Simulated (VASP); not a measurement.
# GaN (P6_3mc) in VASP: further runs

Runs on GaN. Level: PBEsol. Tasks: relaxation of cell and atoms.

All numbers are computed with VASP 6.6.1; they aren't measurements. Logs are shortened: lines on timing, memory, paths and dates and some standing lists are left out, and cuts for length are marked.

## Step 1: The structure

The structure is hexagonal, space group P6_3mc (No. 186). Conventional cell: a = 3.180 Å, b = 3.180 Å, c = 5.166 Å, α = 90.00°, β = 90.00°, γ = 120.00°. Around Ga (site symmetry 3m) lie 4 N at 1.94 to 1.95 Å. N (site symmetry 3m) has 4 Ga at 1.94 to 1.95 Å as nearest neighbours.

## Step 2: Relaxation of cell and atoms, PBEsol

INCAR

```
ALGO     = Normal         # electronic algorithm
EDIFF    = 1E-6           # SCF threshold, eV
EDIFFG   = -0.01          # ionic threshold
ENCUT    = 600            # plane-wave cutoff, eV
GGA      = PS             # functional
IBRION   = 2              # ionic algorithm
ISIF     = 3              # what is computed and relaxed
ISMEAR   = 0              # smearing method
LASPH    = True           # aspherical terms in the spheres
LCHARG   = False          # write CHGCAR
LREAL    = False          # projectors in reciprocal space
LWAVE    = False          # write WAVECAR
NELM     = 80             # most SCF steps
NSW      = 90             # ionic steps
PREC     = Accurate       # precision mode
SIGMA    = 0.03           # smearing width, eV
```

KPOINTS

```
k-points
0
Gamma
  12 12 5
```

POSCAR

```
GaN
1.0
    3.1800000000      0.0000000000      0.0000000000
   -1.5900000000      2.7539607800      0.0000000000
    0.0000000000      0.0000000000      5.1660000000
Ga N
2 2
Direct
    0.3333333300      0.6666666700      0.0000000000
    0.6666666700      0.3333333300      0.5000000000
    0.3333333300      0.6666666700      0.3750000000
    0.6666666700      0.3333333300      0.8750000000
```

Potentials or basis: VASP PAW PBE potentials, release 64 (Ga_d, N).

Launch:

```console
cat potpaw_PBE.64/Ga_d/POTCAR potpaw_PBE.64/N/POTCAR > POTCAR
mpirun -np 1 vasp_std > vasp.out
```

OUTCAR:

```text
EDIFF = 1E-6
   EDIFFG = -0.01
   ENCUT = 600
   GGA = PS
   IBRION = 2
   ISIF = 3
   ISMEAR = 0
   LASPH = True
   LREAL = False
   NELM = 80
   NSW = 90
   PREC = Accurate

 ion  position               nearest neighbor table
   1  0.333  0.667  0.000-   3 1.94   4 1.95   4 1.95   4 1.95
   2  0.667  0.333  0.500-   4 1.94   3 1.95   3 1.95   3 1.95
   3  0.333  0.667  0.375-   1 1.94   2 1.95   2 1.95   2 1.95
   4  0.667  0.333  0.875-   2 1.94   1 1.95   1 1.95   1 1.95

  LATTYP: Found a hexagonal cell.
 ALAT       =     3.1800000000
 C/A-ratio  =     1.6245283019

  Lattice vectors:

 A1 = (   3.1800000000,   0.0000000000,   0.0000000000)
 A2 = (  -1.5900000000,   2.7539607800,   0.0000000000)
 A3 = (   0.0000000000,   0.0000000000,   5.1660000000)

Analysis of symmetry for initial positions (statically):
=====================================================================
 Subroutine PRICEL returns:
 Original cell was already a primitive cell.

 Routine SETGRP: Setting up the symmetry group for a
 hexagonal supercell.

 Subroutine GETGRP returns: Found 12 space group operations
 (whereof  6 operations were pure point group operations)
 out of a pool of 24 trial point group operations.

The static configuration has the point symmetry C_3v.
 The point group associated with its full space group is C_6v.

Analysis of symmetry for dynamics (positions and initial velocities):
=====================================================================
 Subroutine PRICEL returns:
 Original cell was already a primitive cell.

 Routine SETGRP: Setting up the symmetry group for a
 hexagonal supercell.

 Subroutine GETGRP returns: Found 12 space group operations
 (whereof  6 operations were pure point group operations)
 out of a pool of 24 trial point group operations.

The dynamic configuration has the point symmetry C_3v.
 The point group associated with its full space group is C_6v.

 Subroutine INISYM returns: Found 12 space group operations
 (whereof  6 operations are pure point group operations),
 and found     1 'primitive' translations

----------------------------------------------------------------------------------------

                                     Primitive cell

  volume of cell :      45.2417

  direct lattice vectors                    reciprocal lattice vectors
     3.180000000  0.000000000  0.000000000     0.314465409  0.181556689  0.000000000
    -1.590000000  2.753960780  0.000000000     0.000000000  0.363113377  0.000000000
     0.000000000  0.000000000  5.166000000     0.000000000  0.000000000  0.193573364

  length of vectors
     3.180000000  3.179999997  5.166000000     0.363113377  0.363113377  0.193573364

  position of ions in fractional coordinates (direct lattice)
     0.333333330  0.666666670  0.000000000
     0.666666670  0.333333330  0.500000000
     0.333333330  0.666666670  0.375000000
     0.666666670  0.333333330  0.875000000

  ion indices of the primitive-cell ions
   primitive index   ion index
                 1           1
                 2           2
                 3           3
                 4           4

----------------------------------------------------------------------------------------

 KPOINTS: k-points

Automatic generation of k-mesh.
 Grid dimensions read from file:
 generate k-points for:   12   12    5

 Generating k-lattice:

  Cartesian coordinates                     Fractional coordinates (reciprocal lattice)
     0.026205451  0.015129724  0.000000000     0.083333333  0.000000000  0.000000000
     0.000000000  0.030259448  0.000000000     0.000000000  0.083333333  0.000000000
     0.000000000  0.000000000  0.038714673     0.000000000  0.000000000  0.200000000

  Length of vectors
     0.030259448  0.030259448  0.038714673

  Shift w.r.t. Gamma in fractional coordinates (k-lattice)
     0.000000000  0.000000000  0.000000000

 Subroutine IBZKPT returns following result:
 ===========================================

 Found     57 irreducible k-points:

 Following reciprocal coordinates:
            Coordinates               Weight
  0.000000  0.000000  0.000000      1.000000
  0.083333  0.000000  0.000000      6.000000
  0.166667 -0.000000  0.000000      6.000000
  0.250000  0.000000  0.000000      6.000000
  0.333333  0.000000  0.000000      6.000000
  0.416667 -0.000000  0.000000      6.000000
[... 16 lines left out ...]
  0.250000  0.000000  0.200000     12.000000
  0.333333  0.000000  0.200000     12.000000
 [... further k-points ...]
   k-points           NKPTS =     57   k-points in BZ     NKDIM =     57   number of bands    NBANDS=     22
   number of dos      NEDOS =    301   number of ions     NIONS =      4
   total plane-waves  NPLWV =  32928
   dimension x,y,z NGX =    28 NGY =   28 NGZ =   42
   dimension x,y,z NGXF=    56 NGYF=   56 NGZF=   84
   ions per type =               2   2
   NGX,Y,Z   is equivalent  to a cutoff of  14.64, 14.64, 13.52 a.u.
   NGXF,Y,Z  is equivalent  to a cutoff of  29.28, 29.28, 27.03 a.u.
 SYSTEM =  unknown system
   PREC   = accura    normal or accurate (medium, high low for compatibility)
   ISTART =      0    job   : 0-new  1-cont  2-samecut
   ICHARG =      2    charge: 1-file 2-atom 10-const
   ISPIN  =      1    spin polarized calculation?
   LNONCOLLINEAR =      F non collinear calculations
   LSORBIT =      F    spin-orbit coupling
   LASPH  =      T    aspherical Exc in radial PAW
   ENCUT  =  600.0 eV  44.10 Ry    6.64 a.u.   6.35  6.35 10.32*2*pi/ulx,y,z
   NELM   =     80;   NELMIN=  2; NELMDL= -5     # of ELM steps
   EDIFF  = 0.1E-05   stopping-criterion for ELM
   LREAL  =      F    real-space projection
   EDIFFG = -.1E-01   stopping-criterion for IOM
   NSW    =     90    number of steps for IOM
   IBRION =      2    ionic relax: 0-MD 1-quasi-New 2-CG
   NFREE  =      1    steps in history (QN), initial steepest desc. (CG)
   ISIF   =      3    stress and relaxation
   ISYM   =      2    0-nonsym 1-usesym 2-fastsym
   POTIM  = 0.5000    time-step for ionic-motion
   TEBEG  =    0.0;   TEEND  =   0.0 temperature during run
   PSTRESS=    0.0 pullay stress
   NELECT =      36.0000    total number of electrons
   NUPDOWN=      -1.0000    fix difference up-down
   EMIN   =  10.00;   EMAX   =-10.00  energy-range for DOS
   EFERMI =   0.00;   METHOD = LEGACY
   ISMEAR =     0;   SIGMA  =   0.03  broadening in eV -4-tet -1-fermi 0-gaus
   EFERMI_NEDOS =   21; number of points for ismear=-14 and -15
   IALGO  =     38    algorithm
   IMIX   =      4    mixing-type and parameters
     AMIX     =   0.40;   BMIX     =  1.00
     AMIX_MAG =   1.60;   BMIX_MAG =  1.00
  volume/ion in A,a.u.               =      11.31        76.33
  Fermi-wavevector in a.u.,A,eV,Ry     =   1.517036  2.866782 31.312427  2.301398
  Thomas-Fermi vector in A             =   2.626345
   LORBIT       =      0    0 simple, 1 ext, 2 COOP (PROOUT), +10 PAW based schemes
   GGA     = PS    functional components
   LHFCALC =     F    Hartree Fock is set to
   AEXX    =    0.0000 exact exchange contribution
   IVDW    =     0    specifies the selected vdW correction
   LEPSILON=     F    determine dielectric tensor
   LRPA    =     F    only Hartree local field effects (RPA)
 conjugate gradient relaxation of ions
 non-spin polarized calculation
 Gauss-broadening in eV      SIGMA  =   0.03
  energy-cutoff  :      600.00
  volume of cell :       45.24
 maximum number of plane-waves:      1529
 NGX is ok and might be reduce to    28
   NGX = 13   NGY = 13   NGZ = 21

--------------------------------------- Ionic step        1  -------------------------------------------

 number of electron      35.9999995 magnetization

 Free energy of the ion-electron system (eV)
  ---------------------------------------------------
  ext. energy  EPLUGINS =         0.00000000
  ---------------------------------------------------
  free energy    TOTEN  =       -26.26987740 eV

  energy without entropy =      -26.26987740  energy(sigma->0) =      -26.26987740

------------------------ aborting loop because EDIFF is reached ----------------------------------------

  FORCE on cell =-STRESS in cart. coord.  units (eV):
  Direction    XX          YY          ZZ          XY          YZ          ZX
  --------------------------------------------------------------------------------------
  -------------------------------------------------------------------------------------
  Total       -0.0138507     -0.0138507      0.5833764      0.0000000      0.0000000      0.0000000
  in kB       -0.4905059     -0.4905059     20.6595162      0.0000000      0.0000000      0.0000000
  external PRESSURE =       6.5595014 kB  Pullay stress =       0.0000000 kB

 VOLUME and BASIS-vectors are now :
 -----------------------------------------------------------------------------
  energy-cutoff  :      600.00
  volume of cell :       45.24
      direct lattice vectors                 reciprocal lattice vectors
     3.180000000  0.000000000  0.000000000     0.314465409  0.181556689  0.000000000
    -1.590000000  2.753960780  0.000000000     0.000000000  0.363113377  0.000000000
     0.000000000  0.000000000  5.166000000     0.000000000  0.000000000  0.193573364
[... 153 lines left out ...]
 POSITION                                       TOTAL-FORCE (eV/Angst)
 -----------------------------------------------------------------------------------
     -0.00000      1.83571      5.17872        -0.000000     -0.000000     -0.005948
      1.58977      0.91785      2.58750         0.000000      0.000000     -0.005948
     -0.00000      1.83571      1.94714         0.000000      0.000000      0.005948
      1.58977      0.91785      4.53836        -0.000000     -0.000000      0.005948
 -----------------------------------------------------------------------------------
    total drift:                               -0.000011      0.000006      0.002561

  FREE ENERGIE OF THE ION-ELECTRON SYSTEM (eV)
  ---------------------------------------------------
  free  energy   TOTEN  =       -26.2718402196 eV

  energy  without entropy=      -26.2718402196  energy(sigma->0) =      -26.27184022

--------------------------------------- Ionic step        6  -------------------------------------------

 number of electron      35.9999995 magnetization

 Free energy of the ion-electron system (eV)
  ---------------------------------------------------
  ext. energy  EPLUGINS =         0.00000000
  ---------------------------------------------------
  free energy    TOTEN  =       -26.27184176 eV

  energy without entropy =      -26.27184176  energy(sigma->0) =      -26.27184176

 E-fermi :   5.3983     XC(G=0): -11.9404

 val. band max:        5.2616857877   @ k =   0.0000   0.0000   0.0000
 cond. band min:       7.1673406595   @ k =   0.0000   0.0000   0.0000
 fundamental gap:      1.9056548717
 Fermi energy:         5.3982619369

 k-point     1 :       0.0000    0.0000    0.0000
  band No.  band energies     occupation
      1     -10.7769      2.00000
      2      -9.8005      2.00000
      3      -8.1478      2.00000
      4      -8.1314      2.00000
      5      -8.1314      2.00000
      6      -8.0682      2.00000
[... 14 lines left out ...]
     21      14.3829      0.00000
     22      15.0982      0.00000
[... 552 lines left out ...]
  band No.  band energies     occupation
      1      -9.9522      2.00000
      2      -9.6548      2.00000
      3      -8.0844      2.00000
      4      -8.0428      2.00000
      5      -7.9986      2.00000
      6      -7.9236      2.00000
[... 14 lines left out ...]
     21      12.3022      0.00000
     22      13.4429      0.00000

 [... further k-points ...]
[... 5 lines left out ...]
  --------------------------------------------------------------------------------------
  -------------------------------------------------------------------------------------
  Total        0.0083774      0.0083774     -0.0128229      0.0000000      0.0000000     -0.0000000
  in kB        0.2957333      0.2957333     -0.4526656      0.0000000      0.0000000     -0.0000000
  external PRESSURE =       0.0462670 kB  Pullay stress =       0.0000000 kB

 VOLUME and BASIS-vectors are now :
 -----------------------------------------------------------------------------
  energy-cutoff  :      600.00
  volume of cell :       45.39
      direct lattice vectors                 reciprocal lattice vectors
     3.179602399  0.000000000 -0.000000000     0.314504732  0.181579392 -0.000000000
    -1.589801200  2.753616448  0.000000000     0.000000000  0.363158784  0.000000000
     0.000000000  0.000000000  5.183758113     0.000000000  0.000000000  0.192910236

 POSITION                                       TOTAL-FORCE (eV/Angst)
 -----------------------------------------------------------------------------------
     -0.00000      1.83574      5.18011        -0.000000      0.000000     -0.006422
      1.58980      0.91787      2.58823        -0.000000     -0.000000     -0.006422
     -0.00000      1.83574      1.94756        -0.000000      0.000000      0.006422
      1.58980      0.91787      4.53944         0.000000     -0.000000      0.006422
 -----------------------------------------------------------------------------------
    total drift:                               -0.000011      0.000006     -0.001936

  FREE ENERGIE OF THE ION-ELECTRON SYSTEM (eV)
  ---------------------------------------------------
  free  energy   TOTEN  =       -26.2718417618 eV

  energy  without entropy=      -26.2718417618  energy(sigma->0) =      -26.27184176

 reached required accuracy - stopping structural energy minimisation
```

It took 2.9 min on 1 thread of Intel Xeon Platinum 8375C at 2.90GHz (Ice Lake), shared host; peak memory 0.22 GiB.

Results:

```
Free energy                            : -26.2718 eV
Relaxed volume                         : 11.35 Å³/atom
Relaxed cell                           : a = 3.180 Å, b = 3.180 Å, c = 5.184 Å, α = 90.00°, β = 90.00°, γ = 120.00°
Space group after relaxing (to 0.05 Å) : P6_3mc (No. 186)
Energy gained by relaxing              : 0.5 meV/atom
Ionic steps                            : 6
Pressure after relaxing                : 0.0 GPa
Largest force after relaxing           : 0.006 eV/Å
Band gap on the k mesh                 : 1.91 eV, direct
```

Forces in eV/Å, atoms in the order of the input:
```
Ga   0.000  0.000 -0.006
Ga   0.000  0.000 -0.006
N    0.000  0.000  0.006
N    0.000  0.000  0.006
```

The path:
```csv
step,energy change (eV),largest force (eV/Å),pressure (GPa),volume (Å³)
1,0.0000,0.1309,0.66,45.24
2,-0.0005,0.0880,-0.50,45.54
3,-0.0020,0.0103,0.08,45.40
4,-0.0019,0.0049,-0.09,45.41
5,-0.0020,0.0059,0.15,45.37
6,-0.0020,0.0064,0.00,45.39
```

Final structure:
```cif
data_structure
_symmetry_space_group_name_H-M 'P 1'
_symmetry_Int_Tables_number 1
_cell_length_a 3.1796
_cell_length_b 3.1796
_cell_length_c 5.1838
_cell_angle_alpha 90.000
_cell_angle_beta 90.000
_cell_angle_gamma 120.000
_cell_volume 45.39
loop_
_atom_site_label
_atom_site_type_symbol
_atom_site_fract_x
_atom_site_fract_y
_atom_site_fract_z
_atom_site_occupancy
Ga1 Ga 0.33333 0.66667 0.99930 1
Ga2 Ga 0.66667 0.33333 0.49930 1
N1 N 0.33333 0.66667 0.37570 1
N2 N 0.66667 0.33333 0.87570 1
```

Levels at points of the mesh, in eV from the valence-band top:
| k point | band 14 | band 15 | band 16 | band 17 | band 18 | band 19 | band 20 | band 21 | band 22 |
| --- | --- | --- | --- | --- | --- | --- | --- | --- | --- |
| (0.00, 0.00, 0.00) | -1.05 | -1.05 | -0.05 | 0.00 | 0.00 | 1.91 | 4.23 | 9.12 | 9.84 |
| (0.50, 0.00, 0.00) | -5.36 | -4.29 | -2.79 | -2.27 | -1.02 | 4.96 | 5.53 | 5.95 | 8.59 |

Caveat: the PAW data sets were made with another functional, which shifts forces and pressure a little. Zero-point motion and thermal expansion aren't in these numbers.

## Step 3: Relaxation of cell and atoms, PBEsol

This run uses another cell than the first one, of 11.35 Å³/atom, 1.003 times its volume.

INCAR: that of step 2 with these lines changed.

```diff
@@ -1,4 +1,4 @@
 ALGO     = Normal         # electronic algorithm
-EDIFF    = 1E-6           # SCF threshold, eV
-EDIFFG   = -0.01          # ionic threshold
+EDIFF    = 1E-7           # SCF threshold, eV
+EDIFFG   = -0.005         # ionic threshold
 ENCUT    = 600            # plane-wave cutoff, eV
```

KPOINTS is that of step 2.

POSCAR

```
GaN                                     
1.0
    3.1796023992      0.0000000000     -0.0000000000
   -1.5898011996      2.7536164476      0.0000000000
    0.0000000000      0.0000000000      5.1837581135
  Ga              N             
     2     2
Direct
     0.3333333300000021    0.6666666699999979    0.9992962099435415
     0.6666666699999979    0.3333333300000021    0.4992962099435415
     0.3333333300000021    0.6666666699999979    0.3757037900564585
     0.6666666699999979    0.3333333300000021    0.8757037900564585
```

Potentials or basis: VASP PAW PBE potentials, release 64 (Ga_d, N).

Launch:

```console
cat potpaw_PBE.64/Ga_d/POTCAR potpaw_PBE.64/N/POTCAR > POTCAR
mpirun -np 1 vasp_std > vasp.out
```

Wall time 90 s (1 thread of Intel Xeon Platinum 8375C at 2.90GHz (Ice Lake), shared host); peak memory 0.22 GiB.

Results (log left out):

- Free energy: -26.2721 eV
- Relaxed volume: 11.35 Å³/atom
- Relaxed cell: a = 3.180 Å, b = 3.180 Å, c = 5.183 Å, α = 90.00°, β = 90.00°, γ = 120.00°
- Space group after relaxing (to 0.05 Å): P6_3mc (No. 186)
- Energy gained by relaxing: 0.0 meV/atom
- Ionic steps: 2
- Pressure after relaxing: 0.0 GPa
- Band gap on the k mesh: 1.91 eV, direct

Forces in eV/Å, atoms in the order of the input:
```
Ga   0.000  0.000 -0.002
Ga   0.000  0.000 -0.002
N    0.000  0.000  0.002
N    0.000  0.000  0.002
```

Final structure:
```
CELL_PARAMETERS angstrom
3.18023 0.00000 0.00000
-1.59012 2.75416 0.00000
0.00000 0.00000 5.18322
ATOMIC_POSITIONS crystal
Ga 0.33333 0.66667 0.99924
Ga 0.66667 0.33333 0.49924
N 0.33333 0.66667 0.37576
N 0.66667 0.33333 0.87576
```

Levels at points of the mesh, in eV from the valence-band top:
```tsv
k point	band 16	band 17	band 18	band 19	band 20	band 21
(0.00, 0.00, 0.00)	-0.05	0.00	0.00	1.91	4.23	9.12
(0.50, 0.00, 0.00)	-2.79	-2.26	-1.02	4.95	5.53	5.95
```

Caveat: the PAW data sets were made with another functional, which shifts forces and pressure a little.

(Continued in part 2 of 2.)
